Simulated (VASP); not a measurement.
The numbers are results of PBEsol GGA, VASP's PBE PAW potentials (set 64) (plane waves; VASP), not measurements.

The input files of a VASP run:

**INCAR**
```
# general
SYSTEM   =  AlSb
PREC     =  Accurate
ENCUT    =  400   # plane-wave cut-off (eV)
LREAL    =  F   # projection in real space or not
LASPH    =  T   # aspherical one-centre terms
ICHARG   =  11   # fixed density

# electronic loop
EDIFF    =  1E-7   # SCF stop (eV)
NELM     =  100
ALGO     =  Normal
LMAXMIX  =  4   # l cut-off of mixed one-centre charges

# smearing
ISMEAR   =  0   # Gaussian
SIGMA    =  0.05

# functional
GGA      =  PS   # PBEsol

# output
LWAVE    =  F
LCHARG   =  F
LORBIT   =  11   # lm-projected
```

File KPOINTS:
```
k-points along high-symmetry lines
15
Line-mode
Reciprocal
  0.000000   0.000000   0.000000 ! GAMMA
 -0.500000  -0.500000   0.000000 ! X

 -0.500000  -0.500000   0.000000 ! X
 -0.375000  -0.375000   0.250000 ! U

 -0.375000  -0.000000   0.375000 ! K
  0.000000   0.000000   0.000000 ! GAMMA

  0.000000   0.000000   0.000000 ! GAMMA
 -0.000000  -0.000000   0.500000 ! L

 -0.000000  -0.000000   0.500000 ! L
 -0.500000  -0.250000   0.250000 ! W

 -0.500000  -0.250000   0.250000 ! W
 -0.500000  -0.500000   0.000000 ! X
```

**POSCAR**
```
AlSb
1
    0.0000000000     3.0842084677     3.0842084677
    3.0842084677     0.0000000000     3.0842084677
    3.0842084677     3.0842084677     0.0000000000
Al Sb
1 1
Direct
  0.0000000000   0.0000000000   0.0000000000
  0.2500000000   0.2500000000   0.2500000000
```

POTCAR, in this order: Al Sb (PBE.64 set). Program: vasp_std. Read from the step before: CHGCAR.

The resulting files:

File OSZICAR:
```
       N       E                     dE             d eps       ncg     rms          rms(c)
DAV:   1     0.127888717982E+02    0.12789E+02   -0.23147E+03  1440   0.557E+02
DAV:   2    -0.711142571588E+01   -0.19900E+02   -0.19205E+02  1936   0.769E+01
DAV:   3    -0.757268775258E+01   -0.46126E+00   -0.43758E+00  1920   0.144E+01
DAV:   4    -0.757521642980E+01   -0.25287E-02   -0.25287E-02  2192   0.131E+00
DAV:   5    -0.757523334458E+01   -0.16915E-04   -0.16915E-04  1960   0.769E-02
DAV:   6    -0.757523376912E+01   -0.42455E-06   -0.42455E-06  2128   0.101E-02
DAV:   7    -0.757523377740E+01   -0.82745E-08   -0.82744E-08  2048   0.113E-03
   1 F= -.75752338E+01 E0= -.75752338E+01  d E =-.746887E-15
```

File OUTCAR:
```
 val. band max:        4.5607733239   @ k =   0.0000   0.0000   0.0000

 cond. band min:       5.6943934578   @ k =  -0.4643  -0.4643   0.0000



 k-point     1 :       0.0000    0.0000    0.0000
  band No.  band energies     occupation
      1      -6.1067      2.00000
      2       4.5608      2.00000
      3       4.5608      2.00000
      4       4.5608      2.00000
      5       6.0092      0.00000
      6       7.6495      0.00000
      7       7.6495      0.00000
      8       7.6495      0.00000

 k-point     2 :      -0.0357   -0.0357    0.0000
  band No.  band energies     occupation
      1      -6.0911      2.00000
      2       4.3535      2.00000
      3       4.5047      2.00000
      4       4.5047      2.00000
      5       6.2145      0.00000
      6       7.5943      0.00000
      7       7.7276      0.00000
      8       7.7276      0.00000

 k-point     3 :      -0.0714   -0.0714    0.0000
  band No.  band energies     occupation
      1      -6.0445      2.00000
      2       3.9132      2.00000
      3       4.3528      2.00000
      4       4.3528      2.00000
      5       6.6347      0.00000
      6       7.4556      0.00000
      7       7.9454      0.00000
      8       7.9454      0.00000

 k-point     4 :      -0.1071   -0.1071    0.0000
  band No.  band energies     occupation
      1      -5.9674      2.00000
      2       3.4061      2.00000
      3       4.1395      2.00000
      4       4.1395      2.00000
      5       6.9810      0.00000
      6       7.3719      0.00000
      7       8.2677      0.00000
      8       8.2677      0.00000

 k-point     5 :      -0.1429   -0.1429    0.0000
  band No.  band energies     occupation
      1      -5.8606      2.00000
      2       2.8836      2.00000
      3       3.8967      2.00000
      4       3.8967      2.00000
      5       6.8870      0.00000
      6       7.6379      0.00000
      7       8.6612      0.00000
      8       8.6612      0.00000
...
```

The density is held fixed in this step, so its total energy and stress have no physical meaning. Unless said otherwise, spin-orbit coupling is left out, though it shifts the bands of the heavy elements here.

The compound is AlSb in the zinc blende structure. It was relaxed first.
